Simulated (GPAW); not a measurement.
Crystal: AlAu.

```
CELL_PARAMETERS angstrom
3.22394 0.00000 0.00000
0.00000 3.22394 0.00000
0.00000 0.00000 3.22394
ATOMIC_POSITIONS crystal
Au 0.50000 0.50000 0.50000
Al 0.00000 0.00000 0.00000
```

The cell comes from a database or a generator and needn't be the stable form of this composition.

```yaml
Program: GPAW 26.7.0
Task: single point
Functional: PBEsol
Potentials_or_basis: PAW data sets generated in the run's folder for this functional
Cutoff: 600 eV
Basis: pw
k_mesh: 8 × 8 × 8
Occupations: fermi-dirac, width 0.05 eV
Spin: no spin polarisation
```

On this cell: pressure -4.5 GPa; largest force zero by symmetry; band gap on the k mesh none (metal or under the smearing width).

The same run follows on a disturbed copy (atoms moved at random, drawn with an rms of 0.05 Å):

```
Au Al
1.0
     3.22394    0.00000    0.00000
     0.00000    3.22394    0.00000
     0.00000    0.00000    3.22394
Au Al
1 1
Direct
  0.49221 0.49701 0.49416
  0.99426 0.00878 0.00983
```

What does the disturbed cell give?

The energy (extrapolated to zero smearing) moves by +1.6 meV/atom; pressure -4.4 GPa; largest force 0.098 eV/Å; band gap on the k mesh none (metal or under the smearing width).

Forces in eV/Å, atoms in the order of the input:
```
Au   0.011  0.059  0.078
Al  -0.011 -0.059 -0.078
```

Stress tensor (GPa, compression positive):
```
-4.33  0.02  0.02
 0.02 -4.38  0.13
 0.02  0.13 -4.41
```

Caveats: with this Au data set, volumes or pressures lay over 1.5 % or 2 GPa off other programs in two to four cells of ten.
